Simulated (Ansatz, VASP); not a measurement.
## FeSi in VASP and in Ansatz

```
Fe Si
1.0
     0.00000    2.35680    2.35680
     2.35680    0.00000    2.35680
     2.35680    2.35680    0.00000
Fe Si
1 1
Cartesian
  0.0000 0.0000 0.0000
  2.3568 2.3568 2.3568
```

Alike in both runs: functional PBE; k mesh 15 × 15 × 15; occupations fermi-dirac, width 0.05 eV; collinear spin.

Ansatz relaxed the structure, and its values are those at the end. VASP's run is a single point on that final structure, the one shown.

```csv
,VASP,Ansatz
version,VASP 6.6.1,Ansatz 0.2.0
potentials or method,"VASP PAW PBE potentials, release 64 (Fe, Si)","PAW with Ansatz's default frozen-core files, scalar-relativistic"
plane-wave cutoff (eV),520,420
valence electrons in the cell,12,20
```

```csv
,VASP,Ansatz,Ansatz less VASP
pressure (GPa),-0.1,0.0,+0.10
net moment per atom (μB),0.65,0.66,+0.014
size of the moment on the site where the two differ most (μB),1.41,1.40,-0.015
```

Site moments also hang on the region over which each program counts them. The two sets of potentials don't hold the same shells in valence.
